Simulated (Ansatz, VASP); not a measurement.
**One calculation of GdO, two programs**

```
Gd O
1.0
     0.00000    2.70000    2.70000
     2.70000    0.00000    2.70000
     2.70000    2.70000    0.00000
Gd O
1 1
Direct
  0.00000 0.00000 0.00000
  0.25000 0.25000 0.25000
```

Alike in both runs: task single point; functional PBEsol; k mesh 6 × 6 × 6; occupations gaussian, width 0.05 eV; collinear spin; Hubbard terms Gd f U = 4.0 eV.

|  | VASP | Ansatz |
| --- | --- | --- |
| version | VASP 6.6.1 | Ansatz 0.2.0 |
| potentials or method | VASP PAW PBE potentials, release 64 (Gd, O) | scalar-relativistic, plane waves, PAW |
| plane-wave cutoff (eV) | 520 | 420 |
| valence electrons in the cell | 24 | 24 |

Ansatz gave:

* gap on the k mesh at the Fermi level (eV): none
* pressure (GPa): -4.3
* net moment per atom (μB): 3.05
* size of the moment on the site where the two differ most (μB): 6.68

Question: Estimate VASP's values.

Answer: gap on the k mesh at the Fermi level (eV): none; pressure (GPa): -4.0; net moment per atom (μB): 3.93; size of the moment on the site where the two differ most (μB): 7.06.

The net moments differ so much that the two runs ended in different magnetic states, which moves the other rows too. Site moments also hang on the region over which each program counts them. The programs project onto different local orbitals, so the same U acts differently. A gap of «none» marks a metal or a gap that the smearing closes. Ansatz warned: «filled_band_counts_differ_across_k_points».

Caveats: the PAW data sets were made with another functional, which shifts forces and pressure a little (VASP); spin-orbit coupling is left out, which moves the levels of the heavy elements; a cell with one magnetic atom can't hold antiferromagnetic order, which such compounds often take. The state reached can hang on the start; a lower one may exist.
